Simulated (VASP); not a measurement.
BeTe in VASP 6.6.1, single-point calculation

INCAR

```
SIGMA = 0.01
NELM = 120
ENCUT = 600
NBANDS = 11
LCHARG = .FALSE.
LREAL = .FALSE.
EDIFF = 1E-7
ISMEAR = 0
PREC = Accurate
METAGGA = R2SCAN
IBRION = -1
LASPH = .TRUE.
ALGO = Normal
NSW = 0
ISIF = 2
LWAVE = .FALSE.
```

KPOINTS

```
KPOINTS created by Atomic Simulation Environment
0
Gamma
8 8 8
0 0 0
```

POSCAR

```
Be Te
 1.0000000000000000
     0.0000000000000000    2.8286236254544539    2.8286236254544539
     2.8286236254544539    0.0000000000000000    2.8286236254544539
     2.8286236254544539    2.8286236254544539    0.0000000000000000
 Be  Te
   1   1
Cartesian
  0.0000000000000000  0.0000000000000000 -0.0000000000000000
  1.4143118127272269  1.4143118127272269  1.4143118127272269
```

The recommended PBE PAW datasets give the neutral cell 8 valence electrons.

Command

```
mpirun -np 1 vasp_std
```

OSZICAR

```
N       E                     dE             d eps       ncg     rms          rms(c)
DAV:   1    -0.229429227605E+01   -0.22943E+01   -0.36119E+03   638   0.670E+02
DAV:   2    -0.306266306335E+02   -0.28332E+02   -0.27113E+02   838   0.980E+01
DAV:   3    -0.317773235390E+02   -0.11507E+01   -0.11488E+01   841   0.214E+01
DAV:   4    -0.317873438360E+02   -0.10020E-01   -0.10019E-01   759   0.234E+00
DAV:   5    -0.317875184469E+02   -0.17461E-03   -0.17461E-03   825   0.304E-01    0.456E+00
DAV:   6    -0.306831716467E+02    0.11043E+01   -0.16996E-01   680   0.269E+00    0.327E+00
DAV:   7    -0.306863861303E+02   -0.32145E-02   -0.14217E-01   731   0.214E+00    0.371E-01
DAV:   8    -0.306847756027E+02    0.16105E-02   -0.75277E-03   758   0.439E-01    0.388E-01
DAV:   9    -0.306853456218E+02   -0.57002E-03   -0.83177E-04   731   0.204E-01    0.164E-01
DAV:  10    -0.306854101497E+02   -0.64528E-04   -0.13169E-04   786   0.700E-02    0.351E-02
DAV:  11    -0.306854141087E+02   -0.39589E-05   -0.12173E-05   761   0.290E-02    0.204E-02
DAV:  12    -0.306854149192E+02   -0.81057E-06   -0.54762E-07   730   0.543E-03    0.236E-03
DAV:  13    -0.306854151234E+02   -0.20418E-06   -0.27475E-07   730   0.260E-03    0.626E-04
DAV:  14    -0.306854151157E+02    0.76745E-08   -0.70732E-09   355   0.598E-04
   1 F= -.30685415E+02 E0= -.30685415E+02  d E =-.169774E-15
```

From OUTCAR

```
k-points           NKPTS =     29   k-points in BZ     NKDIM =     29   number of bands    NBANDS=     11

   NELECT =       8.0000    total number of electrons

   dimension x,y,z NGX =    32 NGY =   32 NGZ =   32
   dimension x,y,z NGXF=    64 NGYF=   64 NGZF=   64

  energy-cutoff  :      600.00
  volume of cell :       45.26
      direct lattice vectors                 reciprocal lattice vectors
     0.000000000  2.828623625  2.828623625    -0.176764415  0.176764415  0.176764415
     2.828623625  0.000000000  2.828623625     0.176764415 -0.176764415  0.176764415
     2.828623625  2.828623625  0.000000000     0.176764415  0.176764415 -0.176764415

 k-points in reciprocal lattice and weights: KPOINTS created by Atomic Simulation Env
   0.00000000  0.00000000  0.00000000       0.002
   0.12500000  0.00000000  0.00000000       0.016
   0.25000000  0.00000000  0.00000000       0.016
   0.37500000  0.00000000  0.00000000       0.016
   0.50000000  0.00000000  0.00000000       0.008
   0.12500000  0.12500000  0.00000000       0.012
   0.25000000  0.12500000  0.00000000       0.047
   0.37500000  0.12500000  0.00000000       0.047
   ...

 E-fermi :   4.8376

 k-point     1 :       0.0000    0.0000    0.0000
  band No.  band energies     occupation
      1      -7.9088      2.00000
      2       4.7866      2.00000
      3       4.7866      2.00000
      4       4.7866      2.00000
      5       8.8159      0.00000
      6       8.8159      0.00000
      7       8.8159      0.00000
      8       9.1910      0.00000
      9      13.8005      0.00000
     10      15.5065      0.00000
     11      15.5065      0.00000

 k-point     2 :       0.1250    0.0000    0.0000
  band No.  band energies     occupation
      1      -7.7544      2.00000
      2       3.4763      2.00000
      3       4.5528      2.00000
      4       4.5528      2.00000
      5       8.7963      0.00000
      6       9.1666      0.00000
      7       9.1666      0.00000
      8      10.4236      0.00000
      9      14.2617      0.00000
     10      14.6274      0.00000
     11      14.6274      0.00000

 k-point     3 :       0.2500    0.0000    0.0000
  band No.  band energies     occupation
      1      -7.3281      2.00000
      2       1.4172      2.00000
      3       4.1088      2.00000
      4       4.1088      2.00000
      5       8.5580      0.00000
      6       9.7121      0.00000
      7       9.7121      0.00000
      8      12.4301      0.00000
      9      14.3599      0.00000
     10      14.3599      0.00000
     11      14.5656      0.00000

 k-point     4 :       0.3750    0.0000    0.0000
  band No.  band energies     occupation
      1      -6.7851      2.00000
      2      -0.2260      2.00000
      3       3.7628      2.00000
      4       3.7628      2.00000
      5       8.3680      0.00000
      6       9.8441      0.00000
      7       9.8441      0.00000
      8      13.3042      0.00000
      9      15.2777      0.00000
     10      15.4743      0.00000
     11      15.4743      0.00000

 k-point     5 :       0.5000    0.0000    0.0000
  band No.  band energies     occupation
      1      -6.5012      2.00000
      2      -0.8891      2.00000
      3       3.6379      2.00000
      4       3.6379      2.00000
      5       8.3004      0.00000
      6       9.8092      0.00000
      7       9.8092      0.00000
      8      13.2599      0.00000
      9      16.4955      0.00000
     10      17.0169      0.00000
     11      17.0169      0.00000

 ...

  Total        0.0483160      0.0483160      0.0483160     -0.0000000      0.0000000      0.0000000
  in kB        1.7101967      1.7101967      1.7101967     -0.0000000      0.0000000      0.0000000
  external PRESSURE =       1.7101967 kB  Pullay stress =       0.0000000 kB

 POSITION                                       TOTAL-FORCE (eV/Angst)
 -----------------------------------------------------------------------------------
      0.00000      0.00000      0.00000         0.000000      0.000000      0.000000
      1.41431      1.41431      1.41431        -0.000000     -0.000000     -0.000000
 -----------------------------------------------------------------------------------
    total drift:                                0.000000      0.000000      0.000000

  FREE ENERGIE OF THE ION-ELECTRON SYSTEM (eV)
  ---------------------------------------------------
  free  energy   TOTEN  =       -30.6854151157 eV

  energy  without entropy=      -30.6854151157  energy(sigma->0) =      -30.68541512
```

It converged. Results: gap between bands v and c on the k mesh 2.37 eV; least direct gap on the k mesh 4.03 eV; pressure 0.2 GPa. Band v is the last that the valence electrons fill when counted band by band, and c is the next.

For comparison, a separate r²SCAN run of the intended cell, on usual settings and not on those above, gives a gap of 2.37 eV on its mesh and a pressure of 0.2 GPa.

The run above took about 38 s on one core of a shared host (Intel Xeon Platinum 8488C) and held 0.18 GiB at most.
